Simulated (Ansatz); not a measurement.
# Zr (Im-3m): test of the smearing width in Python

How much does the smearing width move the energy of Zr (Im-3m)? Aim: a test of the smearing width, for Zr (Im-3m), run from a script.

This is Zr in the bcc structure; at room conditions it is hcp.

Computed with Ansatz 0.2.0 through its Python package. Level of theory: DFT PBE, plane waves, PAW.

### Step 1. The system

It takes space group Im-3m (No. 229, cubic). Conventional cell: a = 3.620 Å, b = 3.620 Å, c = 3.620 Å, α = 90.00°, β = 90.00°, γ = 90.00°. Around Zr (site symmetry m-3m) lie 8 Zr at 3.14 Å.

No structure file is read: the coordinates are typed or built in the script.

### Step 2. The script

smear_zr.py reads:

```python
import ansatz as az
import matplotlib.pyplot as plt

KMESH = (8, 8, 8)


def main() -> None:
    xtal = (
        az.Lattice.of((-1.81, 1.81, 1.81), (1.81, -1.81, 1.81), (1.81, 1.81, -1.81))
        .atom("Zr", (0.0, 0.0, 0.0))
    )

    job = (
        xtal.calculation()
        .functional(az.Functional.PBE)
        .pseudopotentials("paw")
        .kpoints(*KMESH, center="gamma")
    )

    rows = []
    for value in [0.3, 0.2, 0.1, 0.05]:
        rep = job.occupations("fermi_dirac", width=value).run(threads=1).report
        rows.append((value, rep["free_energy_ev"] / len(rep["lattice"]["sites"]), rep["n_iterations"], rep["n_kpoints"]))

    print("  width (eV)   F/atom (eV)    iterations      k-points")
    for row in rows:
        print(f"{str(row[0]):>12s}  {row[1]:12.5f}  {row[2]:12d}  {row[3]:12d}")

    for row in rows[:-1]:
        shift = 1000 * (row[1] - rows[-1][1])
        print(f"{row[0]}: {shift:+.2f} meV/atom" + ("  (within 5 meV)" if abs(shift) < 5 else ""))
    plt.figure(figsize=(4.5, 3))
    plt.plot([str(row[0]) for row in rows], [1000 * (row[1] - rows[-1][1]) for row in rows], "o-")
    plt.xlabel("width (eV)")
    plt.ylabel("F - F(last) (meV/atom)")
    plt.tight_layout()
    plt.savefig("smear.png", dpi=100)


if __name__ == "__main__":
    main()
```

### Step 3. The calls as engine input

The engine receives this input (first run):

```yaml
crystal:
  lattice:
    - [-1.81, 1.81, 1.81]
    - [1.81, -1.81, 1.81]
    - [1.81, 1.81, -1.81]
  atoms:
    - { symbol: Zr, position: [0.0, 0.0, 0.0] }
kpoints:
  mp_grid:
    grid: [8, 8, 8]
    shift: [0.0, 0.0, 0.0]
hamiltonian:
  xc: pbe
  pseudopotentials:
    kind: paw
scf:
  occupations:
    method: fermi_dirac
    width: 0.3
```

### Step 4. Running it

On the command line:

```bash
> python smear_zr.py
```

**Question.** How much does the free energy per atom change between the narrowest and the widest smearing, and why?

The runs gave:

| quantity | value |
| --- | --- |
| runs compared | 4 |
| last run but one, from the last | -26.14 meV/atom |
| within 5 meV/atom of the last run from | no earlier run |

In words: Going from 0.05 to 0.3 eV changes F by -273.4 meV an atom. With this scheme F falls roughly as the square of the width; the report's estimate for zero width (energy_sigma0_ev) moves by only -26.4 meV. For a metal this k-point mesh is coarse: on a finer one energies can move by several to tens of meV an atom and pressures by half a GPa or more, differences at one mesh by less. The smearing is wide enough that free energy and stress hold a thermal part of the electrons. The narrowest width needs the finest mesh, so the last row is no converged reference. This isn't the structure that Zr takes at ambient conditions.
